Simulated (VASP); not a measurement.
The system is CdF2.

```
Cd F
1.0
     0.00000    2.69400    2.69400
     2.69400    0.00000    2.69400
     2.69400    2.69400    0.00000
Cd F
1 2
Cartesian
  0.0000 0.0000 0.0000
  4.0410 4.0410 4.0410
  1.3470 1.3470 1.3470
```

```yaml
Program: VASP 6.6.1
Task: relaxation of cell and atoms
Functional: PBE
Dispersion: D3(BJ)
Potentials_or_basis: VASP PAW PBE potentials, release 64 (Cd, F)
Cutoff: 600 eV
k_mesh: 8 × 8 × 8
Occupations: gaussian, width 0.02 eV
Spin: no spin polarisation
```

At the start: pressure 3.9 GPa; volume 13.03 Å³/atom.

Task: Where does the relaxation end?

Result: Over 3 steps the energy falls by 5.7 meV/atom and the volume is 13.52 Å³/atom (+3.7 %); space group Fm-3m (No. 225, to 0.05 Å).

Step by step:
```
step  energy change (eV)  largest force (eV/Å)  pressure (GPa)  volume (Å³)
   1              0.0000                0.0000            3.95        39.10
   2             -0.0160                0.0000           -0.94        40.95
   3             -0.0172                0.0000            0.01        40.55
```

Final structure:
```xyz
3
Lattice="0.0000 2.7268 2.7268 2.7268 0.0000 2.7268 2.7268 2.7268 0.0000" Properties=species:S:1:pos:R:3 pbc="T T T"
Cd    0.0000    0.0000    0.0000
F     4.0902    4.0902    4.0902
F     1.3634    1.3634    1.3634
```
